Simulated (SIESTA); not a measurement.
# SiNi3: equation of state with LDA

SiNi3:

```
Ni Si
1.0
     3.54200    0.00000    0.00000
     0.00000    3.54200    0.00000
     0.00000    0.00000    3.54200
Ni Si
3 1
Direct
  0.50000 0.50000 0.00000
  0.50000 0.00000 0.50000
  0.00000 0.50000 0.50000
  0.00000 0.00000 0.00000
```

```yaml
Program: SIESTA 5.4.2
Task: equation of state
Functional: LDA
Potentials_or_basis: PseudoDojo 0.4 standard (LDA files)
Basis: DZP (energy shift 0.003 Ry; two zetas on semicore shells)
Grid_cutoff: 800 Ry
Energy_shift: 0.003 Ry
k_mesh: 6 × 6 × 6
Occupations: fermi-dirac, width 0.05 eV
Spin: collinear spin, ferromagnetic start
Starting_moments: "[1.0, 1.0, 1.0, 0.0] μB"
```

```
Equilibrium volume : 10.09 Å³/atom (rough: see the caveat)
Bulk modulus       : 247 GPa (rough)
```

Energy against volume, from the lowest point:
| volume (Å³/atom) | energy (meV/atom) |
| --- | --- |
| 10.443 | 0.00 |
| 10.665 | 13.98 |
| 10.887 | 33.82 |
| 11.109 | 58.53 |
| 11.331 | 87.97 |
| 11.554 | 121.49 |
| 11.776 | 158.66 |

All runs of the series together: 21 min on 1 thread of Arm Neoverse V2 (shared host).

Caveat: the minimum lies outside the volumes run; short orbitals over semicore shells can move pressures by several GPa; the basis of atomic orbitals isn't converged, which shifts pressures, moduli and gaps.
